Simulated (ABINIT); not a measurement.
Set up this calculation in ABINIT 10.8.3 (patched build), as the native input.

* Task: single point
* Functional: PBEsol
* Potentials or basis: JTH PAW PBE v2.0
* Cutoff: 707 eV
* k mesh: 12 × 12 × 12
* Occupations: fermi-dirac, width 0.05 eV
* Spin: collinear spin, ferromagnetic start
* Starting moments: [5.0, 0.0] μB
* Fine-grid cutoff: 1306.15 eV

The system is CoO.

```
CELL_PARAMETERS angstrom
-1.50800 1.50800 2.10725
1.50800 -1.50800 2.10725
1.50800 1.50800 -2.10725
ATOMIC_POSITIONS crystal
Co 0.00000 0.00000 0.00000
O 0.50000 0.50000 0.00000
```

One way to write it, as run:

run.abi

```
pp_dirpath "./"
pseudos "Co.GGA_PBE-JTH.xml, O.GGA_PBE-JTH.xml"

acell 2.9981027643 2.9981027643 2.9981027643 Angstrom
rprim
    -0.5029847602     0.5029847602     0.7028603432
     0.5029847602    -0.5029847602     0.7028603432
     0.5029847602     0.5029847602    -0.7028603432
ntypat 2
znucl 27 8
natom 2
typat 1 2
xred
     0.0000000000     0.0000000000     0.0000000000
     0.5000000000     0.5000000000     0.0000000000

ecut 707.496042 eV
pawecutdg 48.0
pawxcdev 0

kptopt 1
ngkpt 12 12 12
nshiftk 1
shiftk 0.0 0.0 0.0

ixc -116133

nband 16
occopt 3
tsmear 0.05 eV

nsppol 2
spinat
     0.0000000000     0.0000000000     5.0000000000
     0.0000000000     0.0000000000     0.0000000000

nstep 100
tolvrs 1.0e-9

iomode 3
prtwf 0
prteig 0
prtebands 0
enunit 1
prtden 1
prtvha 1
prtvclmb 1
prtpot 1
```

Potentials or basis: JTH PAW PBE v2.0.

The run is started by

```bash
$ abinit run.abi > log 2>&1
```

It gave:

```yaml
Pressure: -9.3 GPa
Band_gap_on_the_k_mesh: none (metal or under the smearing width)
Net_moment: 2.94 μB per cell
Site_moments: Co +2.57; O +0.30 μB
Valence_electrons_inside_the_program's_atomic_spheres: Co 15.27; O 4.48
```

Caveat: the PAW data sets were made with another functional, which shifts forces and pressure a little; a cell with one magnetic atom can't hold antiferromagnetic order, which such compounds often take; semilocal functionals often make such compounds metallic where correlation or magnetic order opens a gap, which also shifts bond lengths.

Run time: 3.4 min on 1 thread of Arm Neoverse V2, on a shared host, peak memory 0.23 GiB.
